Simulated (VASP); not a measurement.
# A VASP 6.6.1 single-point calculation on SnTe

INCAR

```
LASPH = .TRUE.
SIGMA = 0.02
LCHARG = .FALSE.
ISMEAR = -1
ENCUT = 520
NBANDS = 17
EDIFF = 1E-5
LWAVE = .FALSE.
GGA = PE
NELM = 120
PREC = Accurate
IBRION = -1
NSW = 0
ISIF = 2
LREAL = .FALSE.
```

KPOINTS

```
KPOINTS created by Atomic Simulation Environment
0
Gamma
8 8 8
0 0 0
```

POSCAR

```
Sn Te
 1.0000000000000000
     0.0000000000000000    3.3076796275999998    3.3076796275999998
     3.3076796275999998    0.0000000000000000    3.3076796275999998
     3.3076796275999998    3.3076796275999998    0.0000000000000000
 Sn  Te
   1   1
Cartesian
  0.0000000000000000  0.0000000000000000  0.0000000000000000
  3.3076796275999998  3.3076796275999998  3.3076796275999998
```

The recommended PBE PAW datasets give the neutral cell 20 valence electrons.

Command

```
mpirun -np 1 vasp_std
```

OSZICAR

```
N       E                     dE             d eps       ncg     rms          rms(c)
DAV:   1     0.124942905416E+03    0.12494E+03   -0.94298E+03   998   0.129E+03
DAV:   2     0.454318071953E+01   -0.12040E+03   -0.11683E+03  1034   0.320E+02
DAV:   3    -0.723179819511E+01   -0.11775E+02   -0.11702E+02  1217   0.897E+01
DAV:   4    -0.759165317387E+01   -0.35985E+00   -0.35951E+00  1194   0.165E+01
DAV:   5    -0.760527841451E+01   -0.13625E-01   -0.13625E-01  1387   0.309E+00    0.322E+00
DAV:   6    -0.749381692262E+01    0.11146E+00   -0.27984E-01  1269   0.298E+00    0.198E+00
DAV:   7    -0.749425895725E+01   -0.44203E-03   -0.71150E-02  1131   0.113E+00    0.891E-01
DAV:   8    -0.749605397702E+01   -0.17950E-02   -0.87602E-03  1164   0.744E-01    0.134E-01
DAV:   9    -0.749596811586E+01    0.85861E-04   -0.15518E-03  1336   0.294E-01    0.506E-02
DAV:  10    -0.749600393470E+01   -0.35819E-04   -0.17722E-04  1189   0.879E-02    0.291E-02
DAV:  11    -0.749601570650E+01   -0.11772E-04   -0.35426E-05  1180   0.363E-02    0.142E-02
DAV:  12    -0.749601618957E+01   -0.48307E-06   -0.18620E-06   639   0.124E-02
   1 F= -.74960162E+01 E0= -.74960143E+01  d E =-.376835E-05
```

From OUTCAR

```
k-points           NKPTS =     29   k-points in BZ     NKDIM =     29   number of bands    NBANDS=     17

   NELECT =      20.0000    total number of electrons

   dimension x,y,z NGX =    36 NGY =   36 NGZ =   36
   dimension x,y,z NGXF=    72 NGYF=   72 NGZF=   72

  energy-cutoff  :      520.00
  volume of cell :       72.38
      direct lattice vectors                 reciprocal lattice vectors
     0.000000000  3.307679628  3.307679628    -0.151163370  0.151163370  0.151163370
     3.307679628  0.000000000  3.307679628     0.151163370 -0.151163370  0.151163370
     3.307679628  3.307679628  0.000000000     0.151163370  0.151163370 -0.151163370

 k-points in reciprocal lattice and weights: KPOINTS created by Atomic Simulation Env
   0.00000000  0.00000000  0.00000000       0.002
   0.12500000  0.00000000  0.00000000       0.016
   0.25000000  0.00000000  0.00000000       0.016
   0.37500000  0.00000000  0.00000000       0.016
   0.50000000  0.00000000  0.00000000       0.008
   0.12500000  0.12500000  0.00000000       0.012
   0.25000000  0.12500000  0.00000000       0.047
   0.37500000  0.12500000  0.00000000       0.047
   ...

 E-fermi :   5.2066

 k-point     1 :       0.0000    0.0000    0.0000
  band No.  band energies     occupation
      1     -16.6402      2.00000
      2     -16.6402      2.00000
      3     -16.6402      2.00000
      4     -16.6393      2.00000
      5     -16.6393      2.00000
      6      -6.5612      2.00000
      7       0.0607      2.00000
      8       3.4906      2.00000
      9       3.4906      2.00000
     10       3.4906      2.00000
     11       8.2816      0.00000
     12       8.2816      0.00000
     13       8.2816      0.00000
     14      10.2548      0.00000
     15      10.2548      0.00000
     16      10.2548      0.00000
     17      12.0305      0.00000

 k-point     2 :       0.1250    0.0000    0.0000
  band No.  band energies     occupation
      1     -16.6400      2.00000
      2     -16.6400      2.00000
      3     -16.6400      2.00000
      4     -16.6393      2.00000
      5     -16.6393      2.00000
      6      -6.4580      2.00000
      7      -0.3484      2.00000
      8       3.5140      2.00000
      9       3.5140      2.00000
     10       3.7512      2.00000
     11       7.7227      0.00000
     12       7.7560      0.00000
     13       7.7560      0.00000
     14      10.1953      0.00000
     15      10.5360      0.00000
     16      10.5360      0.00000
     17      12.8220      0.00000

 k-point     3 :       0.2500    0.0000    0.0000
  band No.  band energies     occupation
      1     -16.6408      2.00000
      2     -16.6408      2.00000
      3     -16.6397      2.00000
      4     -16.6380      2.00000
      5     -16.6380      2.00000
      6      -6.1734      2.00000
      7      -1.2132      2.00000
      8       3.5929      2.00000
      9       3.5929      2.00000
     10       4.2298      2.00000
     11       6.7477      0.00000
     12       6.8422      0.00000
     13       6.8422      0.00000
     14      10.5253      0.00000
     15      11.3293      0.00000
     16      11.3293      0.00000
     17      14.5560      0.00000

 ...

  Total       -1.4212169     -1.4212169     -1.4212169      0.0000000      0.0000000      0.0000000
  in kB      -31.4608626    -31.4608626    -31.4608626      0.0000000      0.0000000      0.0000000
  external PRESSURE =     -31.4608626 kB  Pullay stress =       0.0000000 kB

 POSITION                                       TOTAL-FORCE (eV/Angst)
 -----------------------------------------------------------------------------------
      0.00000      0.00000      0.00000        -0.000000      0.000000     -0.000000
      3.30768      3.30768      3.30768         0.000000     -0.000000      0.000000
 -----------------------------------------------------------------------------------
    total drift:                               -0.000000      0.000000      0.000000

  FREE ENERGIE OF THE ION-ELECTRON SYSTEM (eV)
  ---------------------------------------------------
  free  energy   TOTEN  =        -7.4960161896 eV

  energy  without entropy=       -7.4960124212  energy(sigma->0) =       -7.49601431
```

It converged. Results: gap between bands v and c on the k mesh 0.29 eV; least direct gap on the k mesh 0.29 eV; pressure -3.1 GPa. Band v is the last that the valence electrons fill when counted band by band, and c is the next.

For comparison, a separate PBE run of the intended cell, on usual settings and not on those above, gives a gap of 0.29 eV on its mesh and a pressure of -3.1 GPa.

The run above took about 37 s on one core of a shared host (Intel Xeon Platinum 8488C) and held 0.22 GiB at most.
